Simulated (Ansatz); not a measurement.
PbI2 (started from an entry of an open crystallographic database) (r2SCAN+rVV10 geometry), in Ansatz:

```cif
data_structure
_symmetry_space_group_name_H-M 'P-3m1'
_symmetry_Int_Tables_number 164
_cell_length_a 4.5657
_cell_length_b 4.5657
_cell_length_c 7.0411
_cell_angle_alpha 90.000
_cell_angle_beta 90.000
_cell_angle_gamma 120.000
_cell_volume 127.11
loop_
_atom_site_label
_atom_site_type_symbol
_atom_site_symmetry_multiplicity
_atom_site_Wyckoff_symbol
_atom_site_fract_x
_atom_site_fract_y
_atom_site_fract_z
_atom_site_occupancy
Pb1 Pb 1 a 0.00000 0.00000 0.00000 1
I1 I 2 d 0.33333 0.66667 0.26678 1
```

G0W0@PBE with 697 empty bands, a screening cutoff of 180 eV and a 6×6×2 mesh (PAW, contour deformation) gives 3.219 eV over the mesh points, from a PBE gap of 2.228 eV; it sums over 721 bands with 687 plane waves in the screening and a wave cutoff of 420 eV. The G0W0 figures hold for the stated bands, cutoff and mesh and aren't extrapolated. (Simulation; spin polarisation is off.)

Q: Estimate the gap with starting point PBE0.

A: 3.750 eV (+0.531 eV), from a Kohn-Sham gap of 3.569 eV.

Q: Another run gave a Kohn-Sham gap of 2.228 eV and a G0W0 gap of 3.255 eV, summing over 1376 bands with 1183 plane waves in the screening and a wave cutoff of 420 eV. What was changed?

A: Empty bands 1352, screening cutoff 260 eV. The counts of bands and plane waves show that both rose or fell; the cutoff follows only within a few eV.

Q: Estimate the gap with empty bands 288, screening cutoff 100 eV.

A: 3.120 eV (-0.099 eV), from a Kohn-Sham gap of 2.228 eV.

Spin-orbit coupling is left out; in compounds of Pb, Bi, Tl or Hg it can lower a gap by up to about 1 eV, split its edges or invert the bands.

The program warns that the k mesh is coarse for exact exchange in some of these runs, so their gaps aren't converged.
